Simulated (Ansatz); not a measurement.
Ansatz input

```yaml
crystal:
  lattice:
    - [0.0, 1.3888090714, 1.3888090714]
    - [1.3888090714, 0.0, 1.3888090714]
    - [1.3888090714, 1.3888090714, 0.0]
  atoms:
    - { symbol: B, position: [0.0, 0.0, 0.0] }
hamiltonian:
  xc: pbesol
  pseudopotentials:
    kind: paw
    azcp:
      B: "pseudopotentials/B.paw.azcp"
basis:
  ecutwfc: 420
  fft_grid_basis: typed
kpoints:
  mp_grid: { grid: [21, 21, 21], shift: [0, 0, 0] }
magnetization:
  spin_polarized: false
scf:
  occupations: { method: fermi_dirac, width: 0.1 }
  lower_state_search: "off"
output:
  stress: true
```

and its output:

```
Warning: the record states the generating functional pbe (its physics header spells it `PBE`), which answers neither for hamiltonian.xc's functional nor for the pbesol family's — results may be inconsistent (PPs are generated against a specific XC)
Engine: ansatz 0.2.0, aarch64-unknown-linux-gnu
Pseudopotentials: kind: paw
Pseudopotential: B, paw, valence charge 3, recommended cutoff 420 eV (normal) 
Functional definition: PBEsol
  exchange = pbesol_x
  correlation = pbesol_c
Crystal: 1 atoms, lattice volume = 5.357 Å³
Basis set: ecut = 420 eV, 113 PW (Γ)
Bands: 6, of which v1, the nominal top of the filled ones, is band 2 counted from 1 (1 counted from 0)
Symmetry: 48 space group operations
Space group: Fm-3m (ITA 225), of the structure as read, at distance tolerance 1.7e-5 Å
k-points: 286 of 9261
Non-local potential: B, projectors of the file, l = 0: 2, l = 1: 2, l = 2: 1
PAW form: soft (Blöchl's): semilocal exchange-correlation on the pseudo side does not see the compensation charge
PAW frozen core: B, regenerated for the run's functional, and the local potential with it (the file was generated under x = pbe(κ = 0.804, μ = 0.2195149727645171), c = pbe(β = 0.06672455060314922))
PAW one-centre angular grid: B, 110 points (default); XC on 64 Gauss nodes
Initial density: superposition of atomic densities (neutral atoms: chi_scale 0, normalization atom), corrected by the library's trained network
Initial wavefunctions: pseudopotential atomic-orbital guess
Functional: x = pbesol(κ = 0.804, μ = 0.12345679012345678), c = pbesol(β = 0.046)
SCF iter   1: F=—  HF=-151.347220 eV  |F-HF|=—  |Δ(HF+E_count)|=         —  Δρ=3.96e-3  dr2=3.48e-4  ethr=1.77e-3  ⟨swp⟩=4.5  Hψ=12686  notcnv=0
SCF iter   2: F=—  HF=-151.347151 eV  |F-HF|=—  |Δ(HF+E_count)|=   6.89e-5  Δρ=1.81e-3  dr2=6.82e-5  ethr=1.16e-5  ⟨swp⟩=1.0  Hψ=4004  notcnv=0
SCF iter   3: F=—  HF=-151.347143 eV  |F-HF|=—  |Δ(HF+E_count)|=   8.24e-6  Δρ=1.24e-4  dr2=3.15e-7  ethr=2.27e-6  ⟨swp⟩=1.0  Hψ=1613  notcnv=0
iter 4 did not close the SCF: its close was put off for the readings that it lacked (scf_convergence_deferred on its scf_iter line)
SCF iter   4: F=-151.347143 eV  HF=-151.347143 eV  |F-HF|=1.29e-10  |Δ(HF+E_count)|=   4.18e-8  Δρ=4.91e-6  dr2=4.16e-10  ethr=1.05e-8  ⟨swp⟩=1.0  Hψ=1613  notcnv=0
iter 5 did not close the SCF: its close was put off for the readings that it lacked (scf_convergence_deferred on its scf_iter line)
SCF iter   5: F=-151.347143 eV  HF=-151.347143 eV  |F-HF|=4.55e-13  |Δ(HF+E_count)|=  2.70e-11  Δρ=2.91e-7  dr2=1.24e-12  ethr=1.39e-11  ⟨swp⟩=1.5  Hψ=1778  notcnv=0
SCF iter   6: F=-151.347143 eV  HF=-151.347143 eV  |F-HF|=0.00e0  |Δ(HF+E_count)|=  3.98e-13  Δρ=8.69e-9  dr2=1.96e-15  ethr=1.00e-12  ⟨swp⟩=1.0  Hψ=4084  notcnv=0
SCF 1 converged in 6 iterations: F = -151.347143 eV  dr2 = 1.96e-15
SCF converged after 6 iterations
Free energy (F): -151.347143 eV
Harris-Foulkes:  -151.347143 eV  (|F-HF|=0.00e0)
Internal energy: -151.340390 eV  (E = F + TS)
E sigma→0 (E₀):  -151.343766 eV
Entropy (-TS):   -0.006753 eV (-6.753 meV/atom)
Fermi energy:    16.055752 eV
--- Per-component energies (eV) ---
  E_band       = 22.063091
  E_kinetic    = 51.486795
  E_local      = 1.124568  (includes V_loc(G=0)·N_el)
  E_nonlocal   = 11.372191
  E_hartree    = 0.200746
  E_xc         = -33.242952
  E_vxc        = -39.756639  (∫ρ·V_xc dr)
  E_paw        = -75.337271  (= ΣΔE_a)
  E_vpaw       = -2.565314  (= ΣTr[D̂ρ^β])
  E_aug_tail   = -0.000002  (compensation charges beyond the density's cutoff)
  E_ewald      = -106.959176
  E_core_change = 0.014711  (= ΣΔE_core)
  E_smearing   = -0.006753  (= −TS)
  E_closure    = 0.000000  (closes the sum)
  Σ components = -151.347143   (vs F -151.347143, Δ=0.00e0)
--- Stress (GPa, compression-positive) ---
       27.415218       0.000000       0.000000
        0.000000      27.415218       0.000000
        0.000000       0.000000      27.415218
  P = ⅓ Tr σ = 27.4152 GPa (274.152 kbar)
```
